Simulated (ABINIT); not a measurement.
## A GW run on SiC (Moissanite) in ABINIT, with inputs changed

What do changed inputs do to GW on SiC (Moissanite)?

Method: PBE and many-body steps on it, plane waves, in ABINIT 10.8.3.

### 1. Set-up

The structure is hexagonal, space group P6_3mc (No. 186). The conventional cell has a = 3.076 Å, b = 3.076 Å, c = 5.048 Å, α = 90.00°, β = 90.00°, γ = 120.00°. Si has 4 C at 1.87 to 1.94 Å nearest. Nearest to C lie 4 Si at 1.87 to 1.94 Å. Farther neighbours are not listed.

Coordinates:

```cif
data_structure
_symmetry_space_group_name_H-M 'P6_3mc'
_symmetry_Int_Tables_number 186
_cell_length_a 3.0760
_cell_length_b 3.0760
_cell_length_c 5.0480
_cell_angle_alpha 90.000
_cell_angle_beta 90.000
_cell_angle_gamma 120.000
_cell_volume 41.36
loop_
_atom_site_label
_atom_site_type_symbol
_atom_site_symmetry_multiplicity
_atom_site_Wyckoff_symbol
_atom_site_fract_x
_atom_site_fract_y
_atom_site_fract_z
_atom_site_occupancy
Si1 Si 2 b 0.33333 0.66667 0.00000 1
C1 C 2 b 0.33333 0.66667 0.38500 1
```

The cell and positions come from the Crystallography Open Database and are kept as given unless a step says otherwise.

### 2. Screening, 6×6×4 mesh, 180 bands, screening to 228.6 eV

This step: ABINIT 10.8.3; RPA screening on PBE, plane waves, norm-conserving pseudopotentials.

The RPA dielectric matrix is built and inverted for each q.

Contents of run.abi:

```
acell 3*1.0 Angstrom
rprim 
  3.075999999976 0.000000000005 0.000000000000
  -1.537999999993 2.663894142018 0.000000000000
  0.000000000000 0.000000000000 5.048000000000
ntypat 2
znucl 14 6
natom 4
typat 1 1 2 2
xred 
  0.333333333333 0.666666666667 0.000000000000
  0.666666666667 0.333333333333 0.500000000000
  0.333333333333 0.666666666667 0.385000000000
  0.666666666667 0.333333333333 0.885000000000
pp_dirpath "pseudos"
pseudos "Si.upf, C.upf"
ecut 37
ngkpt 6 6 4
nshiftk 1
shiftk 0 0 0
kptopt 1
chksymbreak 0
istwfk *1
occopt 1
irdwfk 1
optdriver 3
nband 180
ecuteps 8.4
inclvkb 2
awtr 1
symchi 1
indata_prefix "in"
outdata_prefix "out"
tmpdata_prefix "tmp"
```

Command:

```
OMP_NUM_THREADS=1 mpirun -n 4 abinit run.abi > log
```

Output:

```text
.Version 10.8.3 of ABINIT. v10.8.2 released Aug 2026.

 Symmetries : space group P6_3 m c (#186); Bravais hP (primitive hexag.)
[... echo of the input left out ...]
== DATASET  1 ==================================================================
-   mpi_nproc: 4, omp_nthreads: 1 (-1 if OMP is not activated)

--- !DatasetInfo
iteration_state: {dtset: 1, }
dimensions: {natom: 4, nkpt: 21, mband: 180, nsppol: 1, nspinor: 1, nspden: 1, mpw: 3018, }
cutoff_energies: {ecut:  37.0, pawecutdg:  -1.0, }
electrons: {nelect:   1.60000000E+01, charge:   0.00000000E+00, occopt:   1.00000000E+00, tsmear:   1.00000000E-02, }

 SCREENING: Calculation of the susceptibility and dielectric matrices

 Based on a program developped by R.W. Godby, V. Olevano, G. Onida, and L. Reining.
 Incorporated in ABINIT by V. Olevano, G.-M. Rignanese, and M. Torrent.
.Using double precision arithmetic ; gwpc =  8

[... cell and pseudopotentials left out ...]
--------------------------------------------------------------------------------

 ==== K-mesh for the wavefunctions ====
 Number of points in the irreducible wedge :    21
[... list of points left out ...]
 Together with 12 symmetry operations and time-reversal symmetry
 yields   144 points in the full Brillouin Zone.

 ==== Q-mesh for the screening function ====
 Number of points in the irreducible wedge :    21
[... list of points left out ...]
 Together with 12 symmetry operations and time-reversal symmetry
 yields   144 points in the full Brillouin Zone.

 setmesh: FFT mesh size selected  =    24x   24x   40
          total number of points  =        23040

 vcoul_init : cutoff-mode = AUXILIARY_FUNCTION
 q-points for optical limit:   1
     1)      0.000010    0.000020    0.000030

- screening: taking advantage of time-reversal symmetry
- Maximum band index for partially occupied states nbvw = 8
- Remaining bands to be divided among processors   nbcw = 172
- Number of bands treated by each node ~43

 Number of electrons calculated from density =   16.0000; Expected =   16.0000
 average of density, n =  0.057319
 r_s =    1.6089
 omega_plasma =   23.0944 [eV]

 calculating chi0 at frequencies [eV] :
  1    0.000000E+00    0.000000E+00
  2    0.000000E+00    2.309436E+01

--------------------------------------------------------------------------------
  q-point number  1        q = ( 0.000000, 0.000000, 0.000000) [r.l.u.]
--------------------------------------------------------------------------------
[... chi0 elements left out ...]
 For q-point:  0.000010 0.000020 0.000030
  dielectric constant =   6.8425
  dielectric constant without local fields =   7.4944

  Average fulfillment of the sum rule on Im[epsilon] for q-point    1 :     91.89  [%]
[... wings left out ...]
  q-point number  2        q = ( 0.166667, 0.000000, 0.000000) [r.l.u.]
--------------------------------------------------------------------------------
[... chi0 elements left out ...]
  Average fulfillment of the sum rule on Im[epsilon] for q-point    2 :     95.03  [%]

 [... 19 further q-points ...]
```

Elapsed: 8.7 min, on 4 MPI ranks of Arm Neoverse N1, shared host; peak memory 2.1 GiB; 35 min of CPU time.

Numbers from this step:

| Property | Result |
| --- | --- |
| ε∞ with local fields, on this mesh, along the program's q direction | 6.843 |
| the same without local fields | 7.494 |
| plasma frequency | 23.09 eV |
| plane waves in the screening matrix | 313 |

Local fields lower ε∞ by 9 %.

### 3. Base

The self-energy is evaluated for the states that the input lists, and the levels follow from it, in one-shot runs by the linearised quasiparticle equation.

This step: G0W0 on PBE, plane waves, norm-conserving pseudopotentials.

Edit run.abi of step 2 so:

```diff
@@ -25,8 +25,19 @@
 irdwfk 1
-optdriver 3
+optdriver 4
 nband 180
+gwcalctyp 0
+ecutsigx 37
+symsigma 1
+nkptgw 3
+kptgw 
+  0.0000000000 0.0000000000 0.0000000000
+  0.3333333333 0.3333333333 0.0000000000
+  0.5000000000 0.0000000000 0.0000000000
+bdgw 
+  6 10
+  7 10
+  7 10
 ecuteps 8.4
-inclvkb 2
-awtr 1
-symchi 1
+irdscr 1
+ppmodel 1
 indata_prefix "in"
```

Output:

```text
.Version 10.8.3 of ABINIT. v10.8.2 released Aug 2026.

 Symmetries : space group P6_3 m c (#186); Bravais hP (primitive hexag.)
[... echo of the input left out ...]
== DATASET  1 ==================================================================
-   mpi_nproc: 4, omp_nthreads: 1 (-1 if OMP is not activated)

--- !DatasetInfo
iteration_state: {dtset: 1, }
dimensions: {natom: 4, nkpt: 21, mband: 180, nsppol: 1, nspinor: 1, nspden: 1, mpw: 3018, }
cutoff_energies: {ecut:  37.0, pawecutdg:  -1.0, }
electrons: {nelect:   1.60000000E+01, charge:   0.00000000E+00, occopt:   1.00000000E+00, tsmear:   1.00000000E-02, }

 SIGMA: Calculation of the GW corrections

 Based on a program developped by R.W. Godby, V. Olevano, G. Onida, and L. Reining.
 Incorporated in ABINIT by V. Olevano, G.-M. Rignanese, and M. Torrent.
.Using double precision arithmetic ; gwpc =  8

[... cell and pseudopotentials left out ...]
--------------------------------------------------------------------------------

 ==== K-mesh for the wavefunctions ====
 Number of points in the irreducible wedge :    21
[... list of points left out ...]
 Together with 12 symmetry operations and time-reversal symmetry
 yields   144 points in the full Brillouin Zone.

 ==== Q-mesh for screening function ====
 Number of points in the irreducible wedge :    21
[... list of points left out ...]
 Together with 12 symmetry operations and time-reversal symmetry
 yields   144 points in the full Brillouin Zone.

 vcoul_init : cutoff-mode = AUXILIARY_FUNCTION
 q-points for optical limit:   1
     1)      0.000010    0.000020    0.000030
 setmesh: FFT mesh size selected  =    27x   27x   54
          total number of points  =        39366

 Number of electrons calculated from density =   16.0000; Expected =   16.0000
 average of density, n =  0.057319
 r_s =    1.6089
 omega_plasma =   23.0944 [eV]

 === KS Band Gaps ===
  >>>> For spin  1
   Minimum direct gap =   4.0829 [eV], located at k-point      :   0.5000  0.0000  0.0000
   Fundamental gap    =   2.3294 [eV], Top of valence bands at :   0.0000  0.0000  0.0000
                                       Bottom of conduction at :   0.3333  0.3333  0.0000
 SIGMA fundamental parameters:
 PLASMON POLE MODEL  1
 number of plane-waves for SigmaX                 2997
 number of plane-waves for SigmaC and W            313
 number of plane-waves for wavefunctions          2997
 number of bands                                   180
 number of independent spin polarizations            1
 number of spinorial components                      1
 number of k-points in IBZ                          21
 number of q-points in IBZ                          21
 number of symmetry operations                      12
 number of k-points in BZ                          144
 number of q-points in BZ                          144
 number of frequencies for dSigma/dE                 9
 frequency step for dSigma/dE [eV]                0.25
 number of omega for Sigma on real axis              0
 max omega for Sigma on real axis  [eV]           0.00
 zcut for avoiding poles [eV]                     0.10

 EPSILON^-1 parameters (SCR file):
 dimension of the eps^-1 matrix on file            313
 dimension of the eps^-1 matrix used               313
 number of plane-waves for wavefunctions          2997
 number of bands                                   180
 number of q-points in IBZ                          21
 number of frequencies                               2
 number of real frequencies                          1
 number of imag frequencies                          1

 matrix elements of self-energy operator (all in [eV])

 Perturbative Calculation

--- !SelfEnergy_ee
iteration_state: {dtset: 1, }
kpoint     : [   0.000,    0.000,    0.000, ]
spin       : 1
KS_gap     :    4.620
QP_gap     :    5.487
Delta_QP_KS:    0.868
data: !SigmaeeData |
     Band     E0 <VxcDFT>   SigX SigC(E0)      Z dSigC/dE  Sig(E)    E-E0       E
        6   6.864 -15.055 -17.694   1.958   0.792  -0.263 -15.594  -0.539   6.325
        7   6.864 -15.055 -17.694   1.958   0.792  -0.263 -15.594  -0.539   6.325
        8   7.139 -14.882 -17.276   1.750   0.793  -0.261 -15.393  -0.511   6.628
        9  11.758 -12.188  -7.007  -4.738   0.806  -0.241 -11.831   0.357  12.115
       10  13.157 -12.746  -7.214  -5.130   0.793  -0.260 -12.427   0.319  13.477

--- !SelfEnergy_ee
iteration_state: {dtset: 1, }
kpoint     : [   0.333,    0.333,    0.000, ]
spin       : 1
KS_gap     :    6.371
QP_gap     :    7.417
Delta_QP_KS:    1.046
data: !SigmaeeData |
     Band     E0 <VxcDFT>   SigX SigC(E0)      Z dSigC/dE  Sig(E)    E-E0       E
        7   3.097 -12.979 -16.874   2.783   0.781  -0.280 -13.848  -0.869   2.228
[...]
--- !SelfEnergy_ee
iteration_state: {dtset: 1, }
kpoint     : [   0.500,    0.000,    0.000, ]
spin       : 1
KS_gap     :    4.083
QP_gap     :    5.014
Delta_QP_KS:    0.931
data: !SigmaeeData |
     Band     E0 <VxcDFT>   SigX SigC(E0)      Z dSigC/dE  Sig(E)    E-E0       E
[...]
8   5.651 -14.535 -17.688   2.273   0.789  -0.268 -15.229  -0.695   4.956
        9   9.734 -10.592  -6.058  -4.247   0.821  -0.218 -10.356   0.236   9.970
       10  11.338 -11.767  -6.941  -4.365   0.809  -0.236 -11.394   0.374  11.711

== END DATASET(S) ==============================================================
================================================================================

 -outvars: echo values of variables after computation  --------
           etotal      0.0000000000E+00
            nband         180
             nkpt          21
          spgroup         186
 [... the other variables as echoed above ...]

 Calculation completed.
```

Elapsed: 2.4 min, on 4 MPI ranks; peak memory 2.3 GiB; 9.5 min of CPU time.

Numbers from this step:

* G0W0 gap on the points computed: 3.018 eV
* starting gap on the mesh: 2.329 eV
* k of the valence top: 0, 0, 0
* k of the conduction bottom: 0.3333, 0.3333, 0
* Z at the valence top: 0.793
* Z at the conduction bottom: 0.825
* least direct G0W0 gap on the computed points: 5.014 eV

The gap on the mesh goes from 2.33 eV to 3.02 eV, a correction of +0.69 eV.

### 4. Coulomb singularity

Edit run.abi of step 3 so:

```diff
@@ -42,2 +42,3 @@
 ppmodel 1
+gw_icutcoul 3
 indata_prefix "in"
```

Output:

```text
.Version 10.8.3 of ABINIT. v10.8.2 released Aug 2026.

 Symmetries : space group P6_3 m c (#186); Bravais hP (primitive hexag.)
[... echo of the input left out ...]
== DATASET  1 ==================================================================
-   mpi_nproc: 4, omp_nthreads: 1 (-1 if OMP is not activated)

--- !DatasetInfo
iteration_state: {dtset: 1, }
dimensions: {natom: 4, nkpt: 21, mband: 180, nsppol: 1, nspinor: 1, nspden: 1, mpw: 3018, }
cutoff_energies: {ecut:  37.0, pawecutdg:  -1.0, }
electrons: {nelect:   1.60000000E+01, charge:   0.00000000E+00, occopt:   1.00000000E+00, tsmear:   1.00000000E-02, }

 SIGMA: Calculation of the GW corrections

 Based on a program developped by R.W. Godby, V. Olevano, G. Onida, and L. Reining.
 Incorporated in ABINIT by V. Olevano, G.-M. Rignanese, and M. Torrent.
.Using double precision arithmetic ; gwpc =  8

[... cell and pseudopotentials left out ...]
--------------------------------------------------------------------------------

 ==== K-mesh for the wavefunctions ====
 Number of points in the irreducible wedge :    21
[... list of points left out ...]
 Together with 12 symmetry operations and time-reversal symmetry
 yields   144 points in the full Brillouin Zone.

 ==== Q-mesh for screening function ====
 Number of points in the irreducible wedge :    21
[... list of points left out ...]
 Together with 12 symmetry operations and time-reversal symmetry
 yields   144 points in the full Brillouin Zone.

 vcoul_init : cutoff-mode = CRYSTAL
 q-points for optical limit:   1
     1)      0.000010    0.000020    0.000030
 setmesh: FFT mesh size selected  =    27x   27x   54
          total number of points  =        39366

 Number of electrons calculated from density =   16.0000; Expected =   16.0000
[...]
number of plane-waves for wavefunctions          2997
 number of bands                                   180
 number of q-points in IBZ                          21
 number of frequencies                               2
 number of real frequencies                          1
 number of imag frequencies                          1

 matrix elements of self-energy operator (all in [eV])

 Perturbative Calculation

--- !SelfEnergy_ee
iteration_state: {dtset: 1, }
kpoint     : [   0.000,    0.000,    0.000, ]
spin       : 1
KS_gap     :    4.620
QP_gap     :    5.455
Delta_QP_KS:    0.836
data: !SigmaeeData |
     Band     E0 <VxcDFT>   SigX SigC(E0)      Z dSigC/dE  Sig(E)    E-E0       E
        6   6.864 -15.055 -17.365   1.818   0.796  -0.257 -15.447  -0.392   6.472
        7   6.864 -15.055 -17.365   1.818   0.796  -0.257 -15.447  -0.392   6.472
        8   7.139 -14.882 -16.947   1.609   0.797  -0.254 -15.245  -0.363   6.775
[...]
--- !SelfEnergy_ee
iteration_state: {dtset: 1, }
kpoint     : [   0.333,    0.333,    0.000, ]
spin       : 1
KS_gap     :    6.371
QP_gap     :    7.391
Delta_QP_KS:    1.020
data: !SigmaeeData |
     Band     E0 <VxcDFT>   SigX SigC(E0)      Z dSigC/dE  Sig(E)    E-E0       E
[...]
--- !SelfEnergy_ee
iteration_state: {dtset: 1, }
kpoint     : [   0.500,    0.000,    0.000, ]
spin       : 1
KS_gap     :    4.083
QP_gap     :    4.985
Delta_QP_KS:    0.902
data: !SigmaeeData |
     Band     E0 <VxcDFT>   SigX SigC(E0)      Z dSigC/dE  Sig(E)    E-E0       E
[...]
9   9.734 -10.592  -6.058  -4.106   0.825  -0.212 -10.239   0.353  10.087
       10  11.338 -11.767  -6.941  -4.225   0.813  -0.230 -11.278   0.490  11.827

== END DATASET(S) ==============================================================
================================================================================

 -outvars: echo values of variables after computation  --------
           etotal      0.0000000000E+00
            nband         180
             nkpt          21
          spgroup         186
 [... the other variables as echoed above ...]

 Calculation completed.
```

Wall time 2.4 min (4 MPI ranks); peak memory 2.3 GiB; 9.4 min of CPU time.

This step gave:

* G0W0 gap on the points computed: 2.988 eV
* starting gap on the mesh: 2.329 eV
* k of the valence top: 0, 0, 0
* k of the conduction bottom: 0.3333, 0.3333, 0
* Z at the valence top: 0.797
* Z at the conduction bottom: 0.829
* least direct G0W0 gap on the computed points: 4.985 eV

Against G0W0 in ABINIT (6×6×4 mesh, 180 bands, screening to 228.6 eV, Godby-Needs plasmon pole), the gap moves by −0.030 eV.

### 5. Side by side

Times are wall times on 4 MPI ranks of Arm Neoverse N1, shared host, good to a factor of about two. A run's time includes the screening step that it read.

```csv
run,mesh,bands,screening cutoff (eV),DFT gap (eV),gap on the mesh (eV),direct (eV),ε∞ used,time
base,6×6×4,180,228.6,2.329,3.018,5.014,6.84,11 min
Coulomb singularity,6×6×4,180,228.6,2.329,2.988,4.985,6.84,11 min
```

### 6. Summary of results

- base: 3.018 eV
- Coulomb singularity: 2.988 eV
- known limits: not at the basis limit

In words: Coulomb singularity: −0.030 eV against base (keys changed: gw_icutcoul). Bands and cutoff are finite, so the gap is not at the basis limit. The miss can reach some tenths of an eV and take either sign; the mesh is an error of its own. In the G0W0 runs levels were corrected at 3 k points alone, so a gap called «on the mesh» is the least over those, and an edge elsewhere would be missed.

[Paths, hosts, dates, memory and timing lines, banners, echoed tables and standing remarks are left out of the program output.]

[Logs are printed without paths, hosts, clocks, repeated set-up lines and the standing remarks that a program may print on its own settings, such as how far it seeks lower states.]

[Runs of the session that timed out or met a known fault of the program may be left out.]

[Hosts, paths, dates, database ids (printed as entryN), source tags and the programs' standing remarks are cut or masked in the printed files.]

[G0W0 gaps are taken among the corrected bands and points alone; a level outside them can change the order at an edge.]

[Where Ansatz stands beside ABINIT at settings called matched, ABINIT's density can come from a denser mesh and the files from another edition; pairs whose starting gaps differed by over 0.03 eV were left out, so agreement reads better than it is.]
